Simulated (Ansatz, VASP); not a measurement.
## MgO2: VASP beside Ansatz

```
Mg O
1.0
    -1.94710    1.94710    2.27624
     1.94710   -1.94710    2.27624
     1.94710    1.94710   -2.27624
Mg O
2 4
Direct
  0.25000 0.25000 0.00000
  0.75000 0.75000 0.00000
  0.62371 0.12371 0.74742
  0.37629 0.87629 0.25258
  0.12371 0.37629 0.50000
  0.87629 0.62371 0.50000
```

Alike in both runs: functional LDA; k mesh 8 × 8 × 8; no spin polarisation.

Ansatz relaxed the structure, and its values are those at the end. VASP's run is a single point on that final structure, the one shown.

|  | VASP | Ansatz |
| --- | --- | --- |
| version | VASP 6.6.1 | Ansatz 0.2.0 |
| potentials or method | VASP PAW LDA potentials, release 64 (Mg, O) | scalar-relativistic, plane waves, PAW |
| plane-wave cutoff (eV) | 520 | 600 |
| occupations | gaussian, width 0.01 eV | fixed |
| valence electrons in the cell | 28 | 44 |

Ansatz gave:

* gap on the k mesh at the Fermi level (eV): 4.22
* least direct gap on the mesh (eV): 5.29
* rms of the force components (eV/Å): 0.002

**Question.** Estimate VASP's values.

**Answer.** gap on the k mesh at the Fermi level (eV): 4.15; least direct gap on the mesh (eV): 5.23; rms of the force components (eV/Å): 0.201.

The two sets of potentials don't hold the same shells in valence.

 A k mesh can miss the band edges.
